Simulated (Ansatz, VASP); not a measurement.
# C in VASP and in Ansatz

Contents of INCAR:

```
PREC     = Accurate       # precision mode
ENCUT    = 520            # plane-wave cutoff, eV
EDIFF    = 1E-7           # SCF threshold, eV
ISMEAR   = 0              # smearing method
SIGMA    = 0.05           # smearing width, eV
LREAL    = F              # projectors in reciprocal space
LASPH    = T              # aspherical terms in the spheres
NELM     = 80             # most SCF steps
ALGO     = Normal         # electronic algorithm
ISIF     = 2              # what is computed and relaxed
LWAVE    = F              # write WAVECAR
LCHARG   = F              # write CHGCAR
NBANDS   = 31             # bands
```

The input KPOINTS:

```
regular mesh
0
Gamma
  10 10 3
```

The input POSCAR:

```
C
1.0
   -2.4912907516      0.0000000000      0.0000000000
   -1.2456453758     -2.1575210791      0.0000000000
    0.0000000000      0.7191736930     10.2538776052
C
10
Direct
   -0.4122592763      0.0248185525      0.8741556576
    0.6125592763      0.9751814475      0.7252443424
    0.0458021751      0.1086956498      0.1257869493
    0.6544978249      0.8913043502      0.4736130507
    0.0209671684      0.1583656632      0.2747969895
    0.6793328316      0.8416343368      0.3246030105
   -0.0872822884      0.3748645769      0.9242937306
    0.2875822884      0.6251354231      0.6751062694
    0.3874890656      0.4253218689      0.0756656066
    0.3128109344      0.5746781311      0.5237343934
```

Input for Ansatz:

```yaml
crystal:
  lattice:
    - [-2.4912907516, 0.0, 0.0]
    - [-1.2456453758, -2.1575210791, 0.0]
    - [0.0, 0.719173693, 10.2538776052]
  atoms:
    - { symbol: C, position: [-0.4122592763, 0.0248185525, 0.8741556576] }
    - { symbol: C, position: [0.6125592763, 0.9751814475, 0.7252443424] }
    - { symbol: C, position: [0.0458021751, 0.1086956498, 0.1257869493] }
    - { symbol: C, position: [0.6544978249, 0.8913043502, 0.4736130507] }
    - { symbol: C, position: [0.0209671684, 0.1583656632, 0.2747969895] }
    - { symbol: C, position: [0.6793328316, 0.8416343368, 0.3246030105] }
    - { symbol: C, position: [-0.0872822884, 0.3748645769, 0.9242937306] }
    - { symbol: C, position: [0.2875822884, 0.6251354231, 0.6751062694] }
    - { symbol: C, position: [0.3874890656, 0.4253218689, 0.0756656066] }
    - { symbol: C, position: [0.3128109344, 0.5746781311, 0.5237343934] }
basis:
  ecutwfc: 420
kpoints:
  mp_grid: { grid: [10, 10, 3] }
hamiltonian:
  xc: lda
scf:
  occupations: { method: gaussian, width: 0.05 }
output:
  forces: true
  stress: true
  eigenvalues: true
```

Alike in both runs: task single point; functional LDA; k mesh 10 × 10 × 3; occupations gaussian, width 0.05 eV; no spin polarisation.

|  | VASP | Ansatz |
| --- | --- | --- |
| version | VASP 6.6.1 | Ansatz 0.2.0 |
| potentials or method | VASP PAW LDA potentials, release 64 (C) | scalar-relativistic, plane waves, PAW |
| plane-wave cutoff (eV) | 520 | 420 |
| valence electrons in the cell | 40 | 40 |

```tsv
	VASP	Ansatz	Ansatz less VASP
gap on the k mesh at the Fermi level (eV)	none	none	-
pressure (GPa)	5.6	4.1	-1.57
largest component of the traceless stress (GPa)	18.66	18.78	+0.129
rms of the force components (eV/Å)	0.890	0.899	+0.0096
```

Atom by atom the forces differ by 0.011 eV/Å (rms over components). A gap of «none» marks a metal or a gap that the smearing closes.

Caveats: forces of over 1 eV/Å show positions far from the minimum, so gaps and moduli don't describe the material at rest.
